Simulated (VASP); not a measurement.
Input of a VASP 6.6.1 run:

Contents of POSCAR:

```
P
1.0
    3.2854428861      0.0000000000      0.0000000000
    0.0000000000      4.2489092029      0.0000000000
    0.0000000000      0.0000000000     25.3727681600
  P
     8
Direct
     0.0000000000000000    0.5773185131935819    0.3584000719143958
     0.5000000000000000    0.9226814868064181    0.3584000719143958
     0.5000000000000000    0.0762391445431518    0.4425795873938796
     0.0000000000000000    0.4237608554568482    0.4425795873938796
     0.5000000000000000    0.5762391445431518    0.5574204126061204
     0.0000000000000000    0.9237608554568482    0.5574204126061204
     0.0000000000000000    0.0773185131935819    0.6415999280856042
     0.5000000000000000    0.4226814868064181    0.6415999280856042
```

File INCAR.step1:

```
SYSTEM = P
PREC = Accurate ; ENCUT = 600
EDIFF = 1E-8 ; ISMEAR = 0
SIGMA = 0.03 ; LREAL = .False.
LASPH = .True. ; NELM = 80
ALGO = Normal ; ISIF = 2
LWAVE = .False. ; LCHARG = .False.
LATTICE_CONSTRAINTS = .TRUE. .TRUE. .FALSE. ; KPAR = 4
IBRION = 2 ; NSW = 40
EDIFFG = -0.002
```

INCAR.step2

```
SYSTEM = P
PREC = Accurate ; ENCUT = 600
EDIFF = 1E-8 ; ISMEAR = 0
SIGMA = 0.03 ; LREAL = .False.
LASPH = .True. ; NELM = 80
ALGO = Normal ; ISIF = 2
LWAVE = .False. ; LCHARG = .False.
LATTICE_CONSTRAINTS = .TRUE. .TRUE. .FALSE. ; KPAR = 4
IBRION = 6 ; NFREE = 2
POTIM = 0.015 ; NSW = 1
```

KPOINTS

```
regular mesh
0
Gamma
  10 8 1
  0 0 0
```

Potentials or basis: VASP PAW LDA potentials, release 64 (P).

Command:

```bash
$ cat potpaw_LDA.64/P/POTCAR > POTCAR
$ cp INCAR.step1 INCAR
$ mpirun -np 4 vasp_std > vasp.out
$ cp CONTCAR POSCAR
$ cp INCAR.step2 INCAR
$ mpirun -np 4 vasp_std > vasp.out
```

Task: Estimate the highest phonon frequency at Γ.

Result: 466 cm⁻¹.

Task: Predict the most unstable mode.

Result: 142i cm⁻¹.

Phonon frequencies in cm⁻¹ (negative: imaginary):
```csv
q point,frequencies
"(0.000, 0.000, 0.000)",-142 0 0 0 22 41 75 136 186 186 212 220 360 363 405 410 423 425 428 428 447 450 466 466
```

Caveat: some modes are imaginary.
